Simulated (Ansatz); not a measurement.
Response to strain in InN

Consider InN in the wurtzite structure (space group P6_3mc, No. 186; a = 3.537 Å, c = 5.714 Å). Axes: x lies along a and z along c of the hexagonal cell.

Strains are applied to the cell and any free atomic positions relax; under stress the whole cell relaxes.

Calculations: plane-wave PAW DFT at the PBEsol level (Ansatz, a first-principles code, 420 eV), no spin-orbit coupling.

Candidates:
(a) uniaxial strain ε_yy = +2.87 %
(b) uniaxial strain ε_xx = −3.11 %
(c) isotropic strain −2.54 %
(d) uniaxial stress, 8 GPa tension along z

Notes on the quantities. energy relative to the base: free energy F.

Task: Order them by energy relative to the base, highest first.

Result: (c) isotropic strain −2.54 % (+42 meV/atom), (d) uniaxial stress, 8 GPa tension along z (+16 meV/atom), (b) uniaxial strain ε_xx = −3.11 % (+10 meV/atom), (a) uniaxial strain ε_yy = +2.87 % (+8.3 meV/atom)

The mesh was chosen for an insulator and is coarse for the gapless case. Beyond what the load breaks, stability against distortions was not tested. All final runs are without spin polarisation.
